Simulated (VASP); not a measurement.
# TePb (Fm-3m) in VASP: settings compared, part 2 of 2

VASP 6.6.1. The steps go on from the part before.

### Step 3. Single point, PBEsol

The input, INCAR:

```
SYSTEM = TePb
ALGO = Normal
EDIFF = 1E-6
ENCUT = 520
GGA = PS
ISIF = 2
ISMEAR = 0
LASPH = .True.
LCHARG = .False.
LREAL = .False.
LWAVE = .False.
NBANDS = 17
NELM = 60
PREC = Accurate
SIGMA = 0.01
```

The input, KPOINTS:

```
k-points
0
Gamma
  5 5 5
  0 0 0
```

The input, POSCAR:

```
TePb
1.0
    0.0000000000      3.2678555508      3.2678555508
    3.2678555508      0.0000000000      3.2678555508
    3.2678555508      3.2678555508      0.0000000000
Te Pb
1 1
Direct
    0.5000000000      0.5000000000      0.5000000000
    0.0000000000      0.0000000000      0.0000000000
```

Potentials or basis: VASP PAW PBE potentials, release 64 (Te, Pb_d).

Launch:

```sh
cat potpaw_PBE.64/Te/POTCAR potpaw_PBE.64/Pb_d/POTCAR > POTCAR
mpirun -np 1 vasp_std > vasp.out
```

OUTCAR:

```text
SYSTEM = TePb
   EDIFF = 1E-6
   ENCUT = 520
   GGA = PS
   ISIF = 2
   ISMEAR = 0
   LASPH = .True.
   LREAL = .False.
   NELM = 60
   PREC = Accurate

 ion  position               nearest neighbor table
   1  0.500  0.500  0.500-   2 3.27   2 3.27   2 3.27   2 3.27   2 3.27   2 3.27
   2  0.000  0.000  0.000-   1 3.27   1 3.27   1 3.27   1 3.27   1 3.27   1 3.27

  LATTYP: Found a face centered cubic cell.
 ALAT       =     6.5357111016

  Lattice vectors:

 A1 = (   0.0000000000,   3.2678555508,   3.2678555508)
 A2 = (   3.2678555508,   0.0000000000,   3.2678555508)
 A3 = (   3.2678555508,   3.2678555508,   0.0000000000)

Analysis of symmetry for initial positions (statically):
=====================================================================
 Subroutine PRICEL returns:
 Original cell was already a primitive cell.

 Routine SETGRP: Setting up the symmetry group for a
 face centered cubic supercell.

 Subroutine GETGRP returns: Found 48 space group operations
 (whereof 48 operations were pure point group operations)
 out of a pool of 48 trial point group operations.

The static configuration has the point symmetry O_h .

Analysis of symmetry for dynamics (positions and initial velocities):
=====================================================================
 Subroutine PRICEL returns:
 Original cell was already a primitive cell.

 Routine SETGRP: Setting up the symmetry group for a
 face centered cubic supercell.

 Subroutine GETGRP returns: Found 48 space group operations
 (whereof 48 operations were pure point group operations)
 out of a pool of 48 trial point group operations.

The dynamic configuration has the point symmetry O_h .

 Subroutine INISYM returns: Found 48 space group operations
 (whereof 48 operations are pure point group operations),
 and found     1 'primitive' translations

----------------------------------------------------------------------------------------

[... 96 lines left out ...]
     AMIX     =   0.40;   BMIX     =  1.00
     AMIX_MAG =   1.60;   BMIX_MAG =  1.00
  volume/ion in A,a.u.               =      34.90       235.50
  Fermi-wavevector in a.u.,A,eV,Ry     =   1.079308  2.039596 15.849499  1.164905
  Thomas-Fermi vector in A             =   2.215269
   LORBIT       =      0    0 simple, 1 ext, 2 COOP (PROOUT), +10 PAW based schemes
   GGA     = PS    functional components
   LHFCALC =     F    Hartree Fock is set to
   AEXX    =    0.0000 exact exchange contribution
   IVDW    =     0    specifies the selected vdW correction
   LEPSILON=     F    determine dielectric tensor
   LRPA    =     F    only Hartree local field effects (RPA)
 non-spin polarized calculation
 Gauss-broadening in eV      SIGMA  =   0.01
  energy-cutoff  :      520.00
  volume of cell :       69.79
 maximum number of plane-waves:      1901
 NGX is ok and might be reduce to    36
   NGX = 17   NGY = 17   NGZ = 17

 number of electron      20.0000002 magnetization

 Free energy of the ion-electron system (eV)
  ---------------------------------------------------
  ext. energy  EPLUGINS =         0.00000000
  ---------------------------------------------------
  free energy    TOTEN  =        -8.24469997 eV

  energy without entropy =       -8.24469997  energy(sigma->0) =       -8.24469997

 E-fermi :   4.9767     XC(G=0):  -9.3203

 val. band max:        4.8955886306   @ k =  -0.2000   0.2000   0.0000
 cond. band min:       6.0588272339   @ k =   0.4000   0.0000   0.0000
 fundamental gap:      1.1632386033
 Fermi energy:         4.9766565812

 k-point     1 :       0.0000    0.0000    0.0000
  band No.  band energies     occupation
      1     -11.5489      2.00000
      2     -11.5489      2.00000
      3     -11.5405      2.00000
      4     -11.5405      2.00000
      5     -11.5405      2.00000
      6      -6.7297      2.00000
[... 177 lines left out ...]
      4     -11.5285      2.00000
      5     -11.5199      2.00000
      6      -5.1607      2.00000
[... 9 lines left out ...]
     16      15.0380      0.00000
     17      15.1397      0.00000

------------------------ aborting loop because EDIFF is reached ----------------------------------------

  FORCE on cell =-STRESS in cart. coord.  units (eV):
  Direction    XX          YY          ZZ          XY          YZ          ZX
  --------------------------------------------------------------------------------------
  -------------------------------------------------------------------------------------
  Total       -0.7823414     -0.7823414     -0.7823414     -0.0000000      0.0000000      0.0000000
  in kB      -17.9592555    -17.9592555    -17.9592555     -0.0000000      0.0000000      0.0000000
  external PRESSURE =     -17.9592555 kB  Pullay stress =       0.0000000 kB

 VOLUME and BASIS-vectors are now :
 -----------------------------------------------------------------------------
  energy-cutoff  :      520.00
  volume of cell :       69.79
      direct lattice vectors                 reciprocal lattice vectors
     0.000000000  3.267855551  3.267855551    -0.153005539  0.153005539  0.153005539
     3.267855551  0.000000000  3.267855551     0.153005539 -0.153005539  0.153005539
     3.267855551  3.267855551  0.000000000     0.153005539  0.153005539 -0.153005539

 POSITION                                       TOTAL-FORCE (eV/Angst)
 -----------------------------------------------------------------------------------
      3.26786      3.26786      3.26786         0.000000     -0.000000      0.000000
      0.00000      0.00000      0.00000        -0.000000      0.000000     -0.000000
 -----------------------------------------------------------------------------------
    total drift:                               -0.000000      0.000000      0.000000

  FREE ENERGIE OF THE ION-ELECTRON SYSTEM (eV)
  ---------------------------------------------------
  free  energy   TOTEN  =        -8.2446999688 eV

  energy  without entropy=       -8.2446999688  energy(sigma->0) =       -8.24469997
```

It took 15 s on 1 thread of Intel Xeon 8259CL, shared host; peak memory 0.2 GiB.

Results:

- Free energy: -8.2447 eV
- Pressure: -1.8 GPa

Levels at points of the mesh, in eV from the Fermi level:
```tsv
k point	band 8	band 9	band 10	band 11	band 12	band 13
(0.00, 0.00, 0.00)	-1.15	-1.15	-1.15	4.07	4.07	4.07
```

Caveat: this odd mesh misses L, where the gap lies, so gap, dielectric constants and Born charges aren't listed; the PAW data sets were made with another functional, which shifts forces and pressure a little; spin-orbit coupling is left out, which moves the levels of the heavy elements.

### Step 4. Single point, PBEsol

The input, INCAR:

```
PREC = Accurate
ENCUT = 520
EDIFF = 1E-6
ISMEAR = 0
SIGMA = 0.01
LREAL = F
LASPH = T
NELM = 100
ALGO = Normal
ISIF = 2
LWAVE = F
LCHARG = T
GGA = PS
LELF = T
LVHAR = T
NBANDS = 17
```

The input, KPOINTS:

```
regular mesh
0
Gamma
  6 6 6
```

POSCAR is that of step 3.

Launch:

```sh
cat potpaw_PBE.64/Te/POTCAR potpaw_PBE.64/Pb_d/POTCAR > POTCAR
mpirun -np 1 vasp_std > vasp.out
```

It took 29 s on 1 thread of Intel Xeon 8259CL, shared host; peak memory 0.2 GiB.

Results (log left out):

- Free energy: -8.2439 eV
- Pressure: -1.8 GPa
- Band gap on the k mesh: 0.74 eV, direct

Levels at points of the mesh, in eV from the valence-band top:
| k point | band 7 | band 8 | band 9 | band 10 | band 11 | band 12 | band 13 | band 14 |
| --- | --- | --- | --- | --- | --- | --- | --- | --- |
| (0.00, 0.00, 0.00) | -5.69 | -1.20 | -1.20 | -1.20 | 4.03 | 4.03 | 4.03 | 5.84 |
| (0.50, 0.00, 0.00) | -8.42 | -0.76 | -0.76 | 0.00 | 0.74 | 1.33 | 1.33 | 8.25 |
| (0.50, 0.50, 0.00) | -7.25 | -4.25 | -2.60 | -2.60 | 3.36 | 5.35 | 5.35 | 6.50 |

Caveat: the PAW data sets were made with another functional, which shifts forces and pressure a little; spin-orbit coupling is left out, which moves the levels of the heavy elements.

### Step 5. Single point, PBEsol

The input, INCAR:

```
SYSTEM = TePb
PREC = Accurate
ENCUT = 520
EDIFF = 1E-6
ISMEAR = 0
SIGMA = 0.01
LREAL = .False.
LASPH = .True.
NELM = 100
ALGO = Normal
ISIF = 2
LWAVE = .False.
LCHARG = .False.
GGA = PS
NBANDS = 17
```

The input, KPOINTS:

```
regular mesh
0
Gamma
  6 6 6
  0 0 0
```

POSCAR is that of step 4.

Launch:

```sh
cat potpaw_PBE.64/Te/POTCAR potpaw_PBE.64/Pb_d/POTCAR > POTCAR
mpirun -np 1 vasp_std > vasp.out
```

It took 30 s on 1 thread of Intel Xeon 8259CL, shared host; peak memory 0.2 GiB.

Results (log left out):

```
Free energy            : -8.2439 eV
Pressure               : -1.8 GPa
Band gap on the k mesh : 0.74 eV, direct
```

Levels at points of the mesh, in eV from the valence-band top:
| k point | band 7 | band 8 | band 9 | band 10 | band 11 | band 12 | band 13 | band 14 |
| --- | --- | --- | --- | --- | --- | --- | --- | --- |
| (0.00, 0.00, 0.00) | -5.69 | -1.20 | -1.20 | -1.20 | 4.03 | 4.03 | 4.03 | 5.84 |
| (0.50, 0.00, 0.00) | -8.42 | -0.76 | -0.76 | 0.00 | 0.74 | 1.33 | 1.33 | 8.25 |
| (0.50, 0.50, 0.00) | -7.25 | -4.25 | -2.60 | -2.60 | 3.36 | 5.35 | 5.35 | 6.50 |

Caveat: the PAW data sets were made with another functional, which shifts forces and pressure a little; spin-orbit coupling is left out, which moves the levels of the heavy elements.

### Step 6. Overview

```csv
level,k mesh,gap on the mesh (eV),pressure (GPa)
PBE,2 × 2 × 2,0.65,7.2
PBEsol,5 × 5 × 5,-,-1.8
PBEsol,6 × 6 × 6,0.74,-1.8
```

Alike in all rows: task single point; potentials or basis VASP PAW PBE potentials, release 64 (Te, Pb_d); no spin polarisation; cell as given; cutoff (eV) 520; smearing gaussian 0.01 eV.

Caveats: some runs use coarse meshes; spin-orbit coupling is left out, which moves the levels of the heavy elements; the PAW data sets were made with another functional, which shifts forces and pressure a little (some runs).

Absolute energies hang on the potentials; compare differences alone.

### Step 7. How close it comes

Step 4. A measured gap of TePb is 0.19 eV (direct; 4.2 K; a printed reference work, monograph); the calculated 0.74 eV misses it by +0.55 eV. Spin-orbit coupling on Pb, Te is left out. The value is that of PBEsol on a finite k mesh, which can miss the band edges, without temperature or zero-point motion.

Step 5. A measured gap of TePb is 0.19 eV (direct; 4.2 K; a printed reference work, monograph); the calculated 0.74 eV misses it by +0.55 eV. Spin-orbit coupling on Pb, Te is left out. The value is that of PBEsol on a finite k mesh, which can miss the band edges, without temperature or zero-point motion.
